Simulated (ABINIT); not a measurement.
Input of an ABINIT 10.8.3 (patched build) run:

Contents of run.abi:

```
# Pseudopotentials
pp_dirpath "./"
pseudos "Al.upf, N.upf"

# Structure
acell 3*1.0 Angstrom
rprim
     0.0000000000     2.1839935596     2.1839935596
     2.1839935596     0.0000000000     2.1839935596
     2.1839935596     2.1839935596     0.0000000000
ntypat 2
znucl 13 7
natom 2
typat 1 2
xred
     0.0000000000     0.0000000000     0.0000000000
     0.2500000000     0.2500000000     0.2500000000

# Plane-wave basis
ecut 36.0

# k points
kptopt 1
ngkpt 8 8 8
nshiftk 1
shiftk 0.0 0.0 0.0

# Exchange and correlation
ixc 11

# Bands and occupations
nband 8
occopt 3
tsmear 0.00183747

# SCF cycle
nstep 100
tolvrs 1.0e-10

# Output
iomode 3
prtwf 0
prtden 0
prteig 0
prtebands 0
enunit 2
```

Potentials or basis: PseudoDojo NC SR PBE v0.4.1 standard.

Command:

```console
$ abinit run.abi > log 2>&1
```

(1) What does it give for the pressure?

(2) Estimate the band gap on the k mesh.

Answers

(1) 4.1 GPa.

(2) 3.32 eV, indirect (least direct gap 4.19 eV).

Caveat: the cutoff is short for stress, so the pressure is rough.
